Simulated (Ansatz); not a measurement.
Input:

CsCl (CsCl type)

```yaml
crystal:
  lattice:
    - [8.41053, 0.00000, 0.00000]
    - [0.00000, 4.20527, 0.00000]
    - [0.00000, 0.00000, 4.20527]
  atoms:
    - { symbol: Cs, position: [0.00000, 0.00000, 0.00000] }
    - { symbol: Cs, position: [0.50000, 0.00000, 0.00000] }
    - { symbol: Cl, position: [0.25000, 0.50000, 0.50000] }
    - { symbol: Cl, position: [0.75000, 0.50000, 0.50000] }
```

A phonon eigenvector at X = (0.5, 0.0, 0.0) is frozen into this cell: atom i moves by Q times the vector below, so Q is the largest atomic displacement, in Å. The cell is held. (q is in reciprocal vectors of the primitive cell; the cell shown is doubled to hold the pattern.)

```csv
atom,x,y,z
Cl3,-1.000,0.000,0.000
Cl4,1.000,0.000,0.000
```

Atoms not listed stay in place.

The numbers are results of PBE (plane waves to 420 eV, PAW, scalar-relativistic; Ansatz, a quantum-chemistry and plane-wave program), not measurements. k mesh 4×8×8 (Γ-centred), Fermi-Dirac smearing 0.05 eV. E stands for the smeared free energy. CsCl was relaxed with its symmetry unable to fall. ΔE is measured from the undisplaced structure.

The scan covers Q from -0.100 to 0.100 Å in 13 points.

**Question.** Is this a single well or a double well?

**Answer.** A single well with its minimum at or next to zero displacement.

**Question.** Which space group does the distorted structure have?

**Answer.** P4/mmm (No. 123), lowered from Pm-3m.

**Question.** What is the energy change at Q = 0.100 Å?

**Answer.** 24.2 meV/cell.

**Question.** What harmonic wavenumber does the curvature at Q = 0 give?

**Answer.** 136 cm⁻¹.

(For displaced atoms, the force is minus the slope of the energy, and its curvature is a force constant, which sets phonon frequencies.)
